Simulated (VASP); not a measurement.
Set up this calculation in VASP 6.6.1, as the native input.

```yaml
Task: single point
Functional: PBEsol
Potentials_or_basis: VASP PAW PBE potentials, release 64 (C)
Cutoff: 520 eV
k_mesh: 2 × 2 × 1
Occupations: fermi-dirac, width 0.05 eV
Spin: no spin polarisation
Dipole_correction: no
Further_INCAR_settings: LREAL = Auto; ALGO = Fast; EDIFF = 1e-06; NBANDS = 51
```

The structure of C lies in POSCAR:

```
C
1.0
    7.3980000000      0.0000000000      0.0000000000
   -3.6990000000      6.4068560000      0.0000000000
    0.0000000000      0.0000000000     13.0000000000
C
18
Direct
   -0.0016326657     -0.0005618981      0.0742615385
    0.2180138961      0.1143462566      0.0831846154
    0.0023832481      0.3374510056      0.0786923077
    0.2210587132      0.4384677914      0.0789230769
   -0.0014307816      0.6589659577      0.0725769231
    0.2120728819      0.7643998866      0.0735230769
    0.3401791537      0.0053380316      0.0784692308
    0.5549018046      0.1187790080      0.0789307692
    0.3389360880      0.3341576586      0.0786230769
    0.5666267555      0.4542321538      0.0782230769
    0.3294357438      0.6591688654      0.0782153846
    0.5591273916      0.7748106091      0.0761230769
    0.6583651745     -0.0052755985      0.0727307692
    0.8784670171      0.1050281136      0.0752307692
    0.6649438274      0.3346727318      0.0768538462
    0.8867179461      0.4415894473      0.0801769231
    0.6708624206      0.6765720971      0.0814307692
    0.9009834354      0.7878279143      0.0684461538
```

The cell was built by a generator and needn't be a form met in nature.

The input as run:

INCAR

```
SYSTEM = C
ALGO = Fast
EDIFF = 1E-6
ENCUT = 520
GGA = PS
ISIF = 2
ISMEAR = -1
LASPH = .TRUE.
LCHARG = .FALSE.
LREAL = Auto
LWAVE = .FALSE.
NBANDS = 51
NELM = 100
PREC = Accurate
SIGMA = 0.05
```

KPOINTS

```
k-points
0
G
  2 2 1
  0 0 0
```

Potentials or basis: VASP PAW PBE potentials, release 64 (C).

Command:

```sh
$ cat potpaw_PBE.64/C/POTCAR > POTCAR
$ mpirun -np 1 vasp_std > vasp.out
```

It gave:

| Property | Result |
| --- | --- |
| Largest force | 4.531 eV/Å |
| Band gap on the k mesh | 0.32 eV |

Caveat: the k mesh is coarse (spacing up to 0.49 Å⁻¹), so the values aren't converged; the PAW data sets were made with another functional, which shifts forces and pressure a little.

Run time: 4 min on 1 thread of Intel(R) Xeon(R) Platinum 8488C (Sapphire Rapids) (shared host), peak memory 0.63 GiB.
